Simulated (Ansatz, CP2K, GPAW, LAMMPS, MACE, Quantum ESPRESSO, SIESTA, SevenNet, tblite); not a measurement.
## Codes compared on amorphous 63SiO2-37Rb2O (mol %) (105 atoms)

How near do other programs and methods come to a plane-wave reference for amorphous 63SiO2-37Rb2O (mol %) (105 atoms)? A plane-wave run serves as the reference.

Method: Kohn-Sham DFT, PBE, SSSP efficiency 1.3.0 pseudopotentials, plane waves, in Quantum ESPRESSO 7.5.

### 1. Set-up

The cell holds 105 atoms: 22 Si, 26 Rb and 57 O. Cell: a = 12.074 Å, b = 12.074 Å, c = 12.074 Å, α = 90.0°, β = 90.0°, γ = 90.0°. 105 atoms (22 Si, 26 K, 57 O) placed at random at 2.46 g/cm³, melted at 5000 K for 10 ps at fixed volume with the Morse and Coulomb pair potential with partial charges (Pedone, Malavasi, Menziani, Cormack and Segre, J. Phys. Chem. B 110, 11780 (2006)). Quenched from 5000 K to 300 K at 1000 K/ps and fixed volume, held 10 ps at zero pressure, then minimised at fixed cell. Then K was replaced by Rb and the cell scaled by 1.013 (the potential has no terms for the new elements, so the cell is a start for a DFT relaxation).

### 2. The reference run

pw.in reads:

```
&control
  calculation = 'scf'
  pseudo_dir = './pseudo'
  outdir = './tmp'
  disk_io = 'none'
  tprnfor = .true.
  tstress = .true.
/
&system
  ibrav = 0
  nat = 105
  ntyp = 3
  ecutwfc = 60
  ecutrho = 480
  nosym = .true.
  occupations = 'smearing'
  smearing = 'fd'
  degauss = 0.003675
/
&electrons
  conv_thr = 5.3e-07
  electron_maxstep = 100
  mixing_beta = 0.4
  mixing_mode = 'plain'
  diagonalization = 'david'
/
ATOMIC_SPECIES
Si 28.085 Si.upf
Rb 85.468 Rb.upf
O 15.999 O.upf
CELL_PARAMETERS angstrom
12.07362 0.00000 0.00000
0.00000 12.07362 0.00000
0.00000 0.00000 12.07362
ATOMIC_POSITIONS crystal
Si 0.06726 0.60014 0.80893
Si 0.86785 0.73298 0.26132
Si 0.78584 0.58331 0.47052
Si 0.53605 0.31767 0.91874
Si 0.33370 0.05243 0.66834
Si 0.03017 0.63611 0.55050
Si 0.61380 0.63325 0.67689
Si 0.02831 0.19770 0.42437
Si 0.23605 0.11488 0.26815
Si 0.49035 0.12833 0.35591
Si 0.57812 0.92966 0.93462
Si 0.43272 0.82008 0.74512
[... 89 atom lines left out ...]
O 0.12981 0.13608 0.35391
O 0.07814 0.59532 0.67171
O 0.02057 0.12706 0.54348
O 0.53622 0.53082 0.68744
K_POINTS gamma
```

Launch:

```
$ OMP_NUM_THREADS=1 mpirun -np 2 pw.x -in pw.in > output.txt
```

The log of the run:

```text
Program PWSCF
     gamma-point specific algorithms are used
     Parallelization info
     sticks:   dense  smooth     PW     G-vecs:    dense   smooth      PW
     Min        9939    4970   1237              1054929   372830   46581
     Max        9946    4971   1240              1054930   372831   46584
     Sum       19885    9941   2477              2109859   745661   93165
     bravais-lattice index     =            0
     lattice parameter (alat)  =      22.8158  a.u.
     unit-cell volume          =   11877.0644 (a.u.)^3
     number of atoms/cell      =          105
     number of atomic types    =            3
     number of electrons       =       664.00
     number of Kohn-Sham states=          398
     kinetic-energy cutoff     =      60.0000  Ry
[... lines left out ...]
     scf convergence threshold =      5.3E-07
[... lines left out ...]
     number of k points=     1  Fermi-Dirac smearing, width (Ry)=  0.0037
[... lines left out ...]
     total energy              =   -3900.91817023 Ry
[... lines left out ...]
     total energy              =   -3907.56864728 Ry
[... lines left out ...]
     total energy              =   -3907.64380550 Ry
[... lines left out ...]
     total energy              =   -3907.69094818 Ry
[... lines left out ...]
     total energy              =   -3907.69094883 Ry
[... lines left out ...]
   -20.8535 -20.8118 -20.7845 -20.7675 -20.7543 -20.6186 -20.5502 -20.5439
   -20.4625 -20.4466 -20.3520 -20.2603 -20.1842 -20.1160 -20.0014 -19.9514
[...]
11.7985  11.8605  11.9017  11.9232  11.9681  11.9780  12.0463  12.0592
    12.0748  12.0971  12.1505  12.1967  12.2091  12.2713  12.3037  12.3380
    12.3645  12.3781  12.4262  12.4403  12.4768  12.5016
     the Fermi energy is     6.6350 ev
!    total energy              =   -3907.69094909 Ry
     estimated scf accuracy    <       0.00000001 Ry
     smearing contrib. (-TS)   =      -0.00000000 Ry
     internal energy E=F+TS    =   -3907.69094909 Ry
     The total energy is F=E-TS. E is the sum of the following terms:
     one-electron contribution =   -1399.09001513 Ry
     hartree contribution      =    1037.03255713 Ry
     xc contribution           =    -767.31845765 Ry
     ewald contribution        =   -2236.63471930 Ry
     one-center paw contrib.   =    -541.68031413 Ry
     convergence has been achieved in  12 iterations
     Forces acting on atoms (cartesian axes, Ry/au):
     atom    1 type  1   force =     0.00240931    0.07303009   -0.01420273
     atom    2 type  1   force =     0.02420346   -0.05526002   -0.01891742
     atom    3 type  1   force =     0.03166551    0.04387773    0.00954287
[...]
atom  104 type  3   force =    -0.01560633   -0.02266688    0.02077360
     atom  105 type  3   force =    -0.02093017   -0.03674767    0.00143380
     Total force =     0.435178     Total SCF correction =     0.000160
     Computing stress (Cartesian axis) and pressure
          total   stress  (Ry/bohr**3)                   (kbar)     P=       50.21
   0.00023266   0.00004376   0.00003955           34.23        6.44        5.82
   0.00004376   0.00045228  -0.00007017            6.44       66.53      -10.32
   0.00003955  -0.00007017   0.00033910            5.82      -10.32       49.88
     Message from routine punch:
     Nothing written, as per user request (disk_io='none')
```

It took 12 min on 2 MPI ranks of Arm Neoverse V1, shared host; peak memory 5.6 GiB; 24 min of CPU time.

Banners, paths, timers and routine set-up lines are dropped from the logs unmarked, and long logs keep their key lines alone; longer cuts are marked.

Numbers from this run:

```
r.m.s. force component                           : 0.6304 eV/Å
longest force                                    : 2.243 eV/Å
pressure                                         : 5.021 GPa
gap (highest filled to lowest empty level) : 2.876 eV
```

### 3. The other programs

The programs:
- CP2K 2026.2: Gaussian basis with GTH pseudopotentials and a plane-wave density; labels give functional, basis (MOLOPT sets; SR short-range, UZH the newer set with its own potentials), grid cutoff/relative cutoff and solver (OT: orbital transformation; TRS4, TC2, SIGN: linear-scaling purification with its sparsity filter), or its built-in tight binding.
- GPAW 26.7.0: PAW with atomic orbitals (LCAO), plane waves or a real-space grid of spacing h.
- MACE: machine-learned potential, published weights.
- SIESTA 5.4.2: numerical atomic orbitals, whose automatically made sets are far from complete, with PseudoDojo norm-conserving potentials that we converted to its format (checked against plane waves on the same files for H, C, O, Si, Ge and Ca alone); labels give functional, basis size, energy shift and mesh cutoff.
- SevenNet: machine-learned potential, published weights.
- tblite 0.8.0: extended tight binding, driven from Python.

All use the same cell and atoms; the electronic-structure runs use the same k-mesh, and an electronic temperature of 580 K (0.05 eV) where levels are smeared.

Differences are against the plane-wave reference, forces as r.m.s. over components; share is that over the reference's r.m.s. force, slope the least-squares factor from reference forces to these. Total energies of different programs have different zeros and aren't compared.

```tsv
run	Δ force, r.m.s. (meV/Å)	share (%)	slope	Δ pressure (GPa)	Δ gap (eV)	cores	CPU time	memory (GiB)
reference	-	-	-	-	-	2	24 min	5.6
CP2K PBE, DZVP-UZH, 600/50 Ry, OT DIIS	103	16.4	1.001	0.542	-0.0679	2	24 min	2.4
GPAW PBE, LCAO dzp, h 0.18 Å	295	46.9	1.359	-	-0.396	2	16 min	3.6
GPAW PBE, LCAO dzp, h 0.28 Å (coarse)	1501	238	1.382	-	-0.437	1	4.9 min	1.2
GPAW RPBE, LCAO dzp, h 0.18 Å	346	54.8	1.422	-	-0.250	2	16 min	3.6
MACE MP-0b3 medium potential	80.1	12.7	0.956	-0.0684	-	1	8.9 s	1.1
MACE MPA-0 medium potential	60.7	9.62	0.982	0.0566	-	1	9.6 s	1.1
SIESTA PBE, DZP, shift 0.01 Ry, mesh 500 Ry	217	34.4	1.241	1.89	-0.646	4	13 min	4.3
SIESTA PBE, SZP, shift 0.01 Ry, mesh 500 Ry (coarse)	398	63.2	1.369	4.98	-0.843	2	11 min	3.6
SIESTA PBEsol, DZP, shift 0.01 Ry, mesh 500 Ry	181	28.6	1.173	-1.09	-0.636	4	13 min	4.3
SevenNet l3i5 potential	46.9	7.44	0.970	-0.154	-	1	11 s	1.5
tblite GFN1-xTB	4711	747	3.802	17.9	-	1	7.1 s	0.13
```

Rows marked coarse were listed beforehand as settings not expected to be converged; some can still land near the reference.

Times of the machine-learned potentials are mostly Python's start and the loading of weights.

CPU time is summed over cores on a shared host, where runs went side by side, so it is rough. Symmetry, cutoffs, thresholds, outputs and thread counts weren't matched or tuned between programs; memory under MPI is the largest rank's times the ranks.

Runs without a result: CP2K PBE, DZVP-MOLOPT-SR, 600/50 Ry, SIGN filter 1e-03, SCF 1e-04 (ended with an error: KS energy is an abnormal value (NaN/Inf)).

Mean charges by element (e), by run and scheme:

```tsv
run	scheme	Si	Rb	O
CP2K PBE, DZVP-UZH, 600/50 Ry, OT DIIS	Mulliken	+1.04	+0.73	-0.74
CP2K PBE, DZVP-UZH, 600/50 Ry, OT DIIS	Hirshfeld	+0.45	+0.38	-0.35
SIESTA PBE, DZP, shift 0.01 Ry, mesh 500 Ry	Hirshfeld	+0.34	+0.38	-0.30
SIESTA PBEsol, DZP, shift 0.01 Ry, mesh 500 Ry	Hirshfeld	+0.32	+0.37	-0.29
tblite GFN1-xTB	Mulliken	+0.80	+0.61	-0.59
```

Within one program, basis, potentials and functional, energies share a zero. Each run against its twin at the usual cutoff or grid and solver:

```tsv
run	twin	Δ energy (meV/atom)	Δ force, r.m.s. (meV/Å)	CPU time over the twin's
GPAW PBE, LCAO dzp, h 0.28 Å	LCAO dzp, h 0.18 Å	547	1482	0.30 (this twin ran on 2 cores)
```

### 4. What came out

```json
{"reference r.m.s. force component": "0.630 eV/Å", "nearest in forces": "SevenNet l3i5 potential, 7.4 %", "farthest in forces": "tblite GFN1-xTB, 747 %", "cheapest electronic-structure run beside the reference": "tblite GFN1-xTB, 7.1 s of CPU time"}
```

The PBE runs in local orbitals, coarse settings apart, differ by 16 % (CP2K PBE, DZVP-UZH, 600/50 Ry, OT DIIS) to 47 % (GPAW PBE, LCAO dzp, h 0.18 Å); basis, grid and potentials can all enter. Tight binding differs by 747 % (tblite GFN1-xTB); it is another model, with fitted parameters of its own, and the xTB methods hold dispersion. Machine-learned potentials differ by 7.4 % (SevenNet l3i5 potential) to 13 % (MACE MP-0b3 medium potential); they were trained on other programs' data. Rows with another functional or a dispersion term differ by 29 % (SIESTA PBEsol, DZP, shift 0.01 Ry, mesh 500 Ry) to 55 % (GPAW RPBE, LCAO dzp, h 0.18 Å), which mixes the change of model with differences of basis and potentials. Runs with settings chosen to be coarse differ by 63 % (SIESTA PBE, SZP, shift 0.01 Ry, mesh 500 Ry) to 238 % (GPAW PBE, LCAO dzp, h 0.28 Å), their programs' other errors included. Of the electronic-structure runs that take under half the reference's CPU time, SIESTA PBE, SZP, shift 0.01 Ry, mesh 500 Ry comes nearest, at 63 % in 11 min against 24 min, too far off to be of use; its pressure misses by +5.0 GPa. GPAW PBE, LCAO dzp, h 0.18 Å stiffens the forces by a factor of 1.36 while following their directions (correlation 0.976). At the same functional, gaps differ from the reference's 2.88 eV by between -0.84 and -0.07 eV. In pressure, SIESTA PBE, SZP, shift 0.01 Ry, mesh 500 Ry misses by +5.0 GPa, at the same functional. Charges hang on model, scheme and program or settings: among these rows the mean for Si runs from +0.32 to +1.04 e. In the reference: filled and empty levels are parted by 2.88 eV (on the run's k-points); a semilocal functional tends to put such gaps too low. In a disordered cell it changes from sample to sample, and tail or defect levels can set it. Periodic xTB results under one method name differ between programs and library versions. The reference's pressure holds the uncorrected Pulay stress of its 60 Ry basis, so small pressure differences, and their order, may be the reference's own error. Machine-learned potentials mimic data converged in k, so the reference's own k-point error enters their differences. The quench rate of 1000 K/ps is many orders above laboratory rates, so the cell is likely richer in defects and strain than a real sample. The network of bonds at the start is that of the classical potential that made the cell, and needn't be the one that DFT or experiment would give. The reference's stress is far from hydrostatic: its diagonal is 3.4, 6.7, 5.0 GPa, compression counted positive. The reference's pressure of 5.0 GPa belongs to a cell and atoms that aren't relaxed at this level. The electronic-structure runs sample only Γ, in a cell whose shortest periodic width is 12 Å.

[Also dropped from logs without a mark: logging warnings of Python, and SIESTA's first energy breakdown and zero terms.]

[Logs are printed without paths, hosts, clocks, repeated set-up lines and the standing remarks that a program may print on its own settings, such as how far it seeks lower states.]

[Hosts, paths, dates, database ids (printed as entryN), source tags and the programs' standing remarks are cut or masked in the printed files.]
